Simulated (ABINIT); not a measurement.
Input of an ABINIT 10.8.3 (patched build) run:

File run.py:

```python
import json, os
import numpy as np
from ase.constraints import FixSymmetry
from ase.optimize import LBFGS
from ase.filters import FrechetCellFilter
from ase.units import GPa
from ase.calculators.abinit import Abinit, AbinitProfile
from ase import Atoms

atoms = Atoms(['Os', 'Os'],
              cell=[[2.7341, 0.0, 0.0], [-1.36705, 2.3678000565, 0.0], [0.0, 0.0, 4.3197]],
              scaled_positions=[[0.6666666667, 0.3333333333, 0.75], [0.3333333333, 0.6666666667, 0.25]],
              pbc=True)

profile = AbinitProfile(command='abinit', pp_paths=[os.path.abspath('pseudos')])
params = dict(
    pps='pawxml', xc='PBE',
    chksymtnons=0,
    tolsym=1e-05,
    ecut=408.1708,
    pawecutdg=816.3416,
    pawxcdev=0,
    pawovlp=-1,
    kptopt=1,
    ngkpt=[11, 11, 6],
    nshiftk=1,
    shiftk=[0.0, 0.0, 0.0],
    ixc=11,
    nband=12,
    occopt=3,
    tsmear=0.05,
    nstep=100,
    tolvrs=1e-09,
    prtwf=0,
    prtden=0,
    ecutsm=0.5,
)

atoms.calc = Abinit(profile=profile, directory='run', **params)
atoms.set_constraint(FixSymmetry(atoms, symprec=1e-4))
opt = LBFGS(FrechetCellFilter(atoms), trajectory='opt.traj')
converged = opt.run(fmax=0.01, steps=30)
print('converged', converged)
print('cell (A)', np.round(atoms.cell[:], 5).tolist())
energy = atoms.get_potential_energy()
forces = atoms.get_forces()
stress = atoms.get_stress()
print(f'energy {energy:.6f} eV')
print('forces (eV/A)')
print(np.round(forces, 5))
print('stress (GPa, Voigt, tension positive)', np.round(stress / GPa, 4))
json.dump(dict(energy=energy, forces=forces.tolist(), stress=stress.tolist(), cell=atoms.cell.tolist(), frac=atoms.get_scaled_positions(wrap=False).tolist()), open('results.json', 'w'))
```

Potentials or basis: JTH PAW PBE v2.0.

Run with:

```bash
$ python run.py
```

Q: Estimate the space group after relaxing (to 0.05 Å).

A: P6_3/mmc (No. 194).

Q: What does it give for the relaxed cell?

A: a = 2.754 Å, b = 2.754 Å, c = 4.350 Å, α = 90.00°, β = 90.00°, γ = 120.00°.

Q: Predict the relaxed volume.

A: 14.28 Å³/atom.

Q: Estimate the band gap on the k mesh.

A: None (metal or under the smearing width).

Final structure:
```xyz
2
Lattice="2.7537 0.0000 0.0000 -1.3768 2.3848 0.0000 0.0000 0.0000 4.3505" Properties=species:S:1:pos:R:3 pbc="T T T"
Os    1.3768    0.7949    3.2628
Os    0.0000    1.5898    1.0876
```

Caveat: the log and the count of SCF iterations are those of the last ABINIT call alone. Spin-orbit coupling is left out, which matters for the levels of Os.
